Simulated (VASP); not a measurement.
# SiC (P6_3mc) in VASP: a series of runs, part 2 of 2

VASP 6.6.1. The steps go on from the part before.

## Step 3: Electrostatic potential, LDA

This run uses another cell than the first one, of 10.16 Å³/atom, 0.979 times its volume.

Input file INCAR:

```
SYSTEM = SiC
ALGO = Normal ; EDIFF = 1E-6
ENCUT = 520 ; GGA = CA
ISIF = 2 ; ISMEAR = 0
LASPH = .True. ; LCHARG = .True.
LREAL = .False. ; LVHAR = .True.
LWAVE = .False. ; NELM = 100
PREC = Accurate ; SIGMA = 0.02
```

Input file KPOINTS:

```
k-points
0
Gamma
  10 10 6
  0 0 0
```

Input file POSCAR:

```
SiC                                     
1.0
    3.0573995561      0.0000000000      0.0000000000
   -1.5286997780      2.6477856815      0.0000000000
   -0.0000000000     -0.0000000000      5.0177846553
  Si              C             
     2     2
Direct
     0.3333333300000021    0.6666666699999979    0.0005973832991810
     0.6666666699999979    0.3333333300000021    0.5005973832991810
     0.3333333300000021    0.6666666699999979    0.3764026167008215
     0.6666666699999979    0.3333333300000021    0.8764026167008214
```

Potentials or basis: VASP PAW LDA potentials, release 64 (Si, C).

Launch:

```console
$ cat potpaw_LDA.64/Si/POTCAR potpaw_LDA.64/C/POTCAR > POTCAR
$ mpirun -np 1 vasp_std > vasp.out
```

OUTCAR:

```text
SYSTEM = SiC
   EDIFF = 1E-6
   ENCUT = 520
   GGA = CA
   ISIF = 2
   ISMEAR = 0
   LASPH = .True.
   LREAL = .False.
   NELM = 100
   PREC = Accurate

 ion  position               nearest neighbor table
   1  0.333  0.667  0.001-   4 1.87   4 1.87   4 1.87   3 1.89   2 3.07   2 3.07   2 3.07   2 3.07
                             2 3.07   2 3.07
   2  0.667  0.333  0.501-   3 1.87   3 1.87   3 1.87   4 1.89   1 3.07   1 3.07   1 3.07   1 3.07
                             1 3.07   1 3.07
   3  0.333  0.667  0.376-   2 1.87   2 1.87   2 1.87   1 1.89
   4  0.667  0.333  0.876-   1 1.87   1 1.87   1 1.87   2 1.89

  LATTYP: Found a hexagonal cell.
 ALAT       =     3.0573995561
 C/A-ratio  =     1.6411936233

  Lattice vectors:

 A1 = (   3.0573995561,   0.0000000000,   0.0000000000)
 A2 = (  -1.5286997780,   2.6477856815,   0.0000000000)
 A3 = (   0.0000000000,   0.0000000000,   5.0177846553)

Analysis of symmetry for initial positions (statically):
=====================================================================
 Subroutine PRICEL returns:
 Original cell was already a primitive cell.

 Routine SETGRP: Setting up the symmetry group for a
 hexagonal supercell.

 Subroutine GETGRP returns: Found 12 space group operations
 (whereof  6 operations were pure point group operations)
 out of a pool of 24 trial point group operations.

The static configuration has the point symmetry C_3v.
 The point group associated with its full space group is C_6v.

Analysis of symmetry for dynamics (positions and initial velocities):
=====================================================================
 Subroutine PRICEL returns:
 Original cell was already a primitive cell.

 Routine SETGRP: Setting up the symmetry group for a
 hexagonal supercell.

 Subroutine GETGRP returns: Found 12 space group operations
 (whereof  6 operations were pure point group operations)
[... 136 lines left out ...]
   LEPSILON=     F    determine dielectric tensor
   LRPA    =     F    only Hartree local field effects (RPA)
 non-spin polarized calculation
 Gauss-broadening in eV      SIGMA  =   0.02
  energy-cutoff  :      520.00
  volume of cell :       40.62
 maximum number of plane-waves:      1110
 NGX is ok and might be reduce to    24
   NGX = 11   NGY = 11   NGZ = 19

 number of electron      15.9999999 magnetization

 Free energy of the ion-electron system (eV)
  ---------------------------------------------------
  ext. energy  EPLUGINS =         0.00000000
  ---------------------------------------------------
  free energy    TOTEN  =       -33.27588780 eV

  energy without entropy =      -33.27588780  energy(sigma->0) =      -33.27588780

 E-fermi :   8.5664     XC(G=0): -11.6283

 val. band max:        8.4221507365   @ k =   0.0000   0.0000   0.0000
 cond. band min:      10.6999232758   @ k =   0.3000   0.3000   0.0000
 fundamental gap:      2.2777725393
 Fermi energy:         8.5663901496

 k-point     1 :       0.0000    0.0000    0.0000
  band No.  band energies     occupation
      1      -7.2024      2.00000
      2      -3.5169      2.00000
      3      -0.3997      2.00000
      4       7.0977      2.00000
      5       7.0977      2.00000
      6       8.3072      2.00000
      7       8.4221      2.00000
      8       8.4222      2.00000
      9      13.3387      0.00000
     10      14.8332      0.00000
     11      15.0834      0.00000
     12      15.0834      0.00000
[... 331 lines left out ...]
 k-point    24 :       0.4000    0.1000    0.1667
  band No.  band energies     occupation
      1      -3.8118      2.00000
      2      -2.1427      2.00000
      3       0.3284      2.00000
      4       1.9490      2.00000
      5       3.4738      2.00000
      6       4.5323      2.00000
      7       5.7734      2.00000
      8       6.4497      2.00000
      9      12.0729      0.00000
     10      12.3656      0.00000
     11      15.4219      0.00000
     12      15.9306      0.00000

 [... further k-points ...]

------------------------ aborting loop because EDIFF is reached ----------------------------------------

  FORCE on cell =-STRESS in cart. coord.  units (eV):
  Direction    XX          YY          ZZ          XY          YZ          ZX
  --------------------------------------------------------------------------------------
  -------------------------------------------------------------------------------------
  Total        0.0433811      0.0433811      0.0450596      0.0000000      0.0000000      0.0000000
  in kB        1.7110559      1.7110558      1.7772586      0.0000000      0.0000000      0.0000000
  external PRESSURE =       1.7331234 kB  Pullay stress =       0.0000000 kB

 VOLUME and BASIS-vectors are now :
 -----------------------------------------------------------------------------
  energy-cutoff  :      520.00
  volume of cell :       40.62
      direct lattice vectors                 reciprocal lattice vectors
     3.057399556  0.000000000  0.000000000     0.327075340  0.188837036  0.000000000
    -1.528699778  2.647785681  0.000000000     0.000000000  0.377674072  0.000000000
     0.000000000  0.000000000  5.017784655     0.000000000  0.000000000  0.199291135

 POSITION                                       TOTAL-FORCE (eV/Angst)
 -----------------------------------------------------------------------------------
     -0.00000      1.76519      0.00300         0.000000     -0.000000      0.000148
      1.52870      0.88260      2.51189        -0.000000     -0.000000      0.000148
     -0.00000      1.76519      1.88871         0.000000      0.000000     -0.000148
      1.52870      0.88260      4.39760        -0.000000     -0.000000     -0.000148
 -----------------------------------------------------------------------------------
    total drift:                               -0.000004      0.000002     -0.000160

  FREE ENERGIE OF THE ION-ELECTRON SYSTEM (eV)
  ---------------------------------------------------
  free  energy   TOTEN  =       -33.2758877977 eV

  energy  without entropy=      -33.2758877977  energy(sigma->0) =      -33.27588780
```

stdout:

```text
POSCAR found type information on POSCAR SiC
 POSCAR found :  2 types and       4 ions
 scaLAPACK will be used
 LDA part: xc-table for (Slater(with rela. corr.)+CA(PZ))
 , standard interpolation
 POSCAR, INCAR and KPOINTS ok, starting setup
 FFT: planning ... GRIDC
 FFT: planning ... GRID_SOFT
 FFT: planning ... GRID
 WAVECAR not read
 entering main loop
```

It took 12 s on 1 thread of Intel Xeon 6975P-C (Granite Rapids), shared host; peak memory 0.14 GiB.

Results:

| Item | Value |
| --- | --- |
| Free energy | -33.2759 eV |
| Pressure | 0.2 GPa |
| Band gap on the k mesh | 2.28 eV, indirect (least direct gap 3.91 eV) |

A k mesh can miss the band edges. LDA gaps usually lie below the measured ones, often by a third to a half.
